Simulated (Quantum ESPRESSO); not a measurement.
The system is MgO.

```
CELL_PARAMETERS angstrom
0.00000 2.09700 2.09700
2.09700 0.00000 2.09700
2.09700 2.09700 0.00000
ATOMIC_POSITIONS crystal
Mg 0.00000 0.00000 0.00000
O 0.50000 0.50000 0.50000
```

The cell is a database's computed one.

Base run:

- Program: Quantum ESPRESSO 7.5
- Functional: RPBE
- Potentials or basis: SG15 PBE 1.2
- Cutoff: 1197 eV
- Density cutoff: 4789 eV
- k mesh: 11 × 11 × 11
- Occupations: fermi-dirac, width 0.05 eV
- Spin: no spin polarisation

Its results: band gap on the k mesh 5.07 eV, direct; pressure 12.4 GPa.

Question: The run is repeated on the same cell with these changes: functional from RPBE to PBE. What comes out?

Answer: Band gap on the k mesh 4.89 eV, direct; pressure 7.1 GPa.

PBE binds more tightly than RPBE, so the same cell stands under less pressure.

Caveats: the potentials were made for another functional, which shifts forces and pressure (some runs).

Not every run made on this cell is shown here.
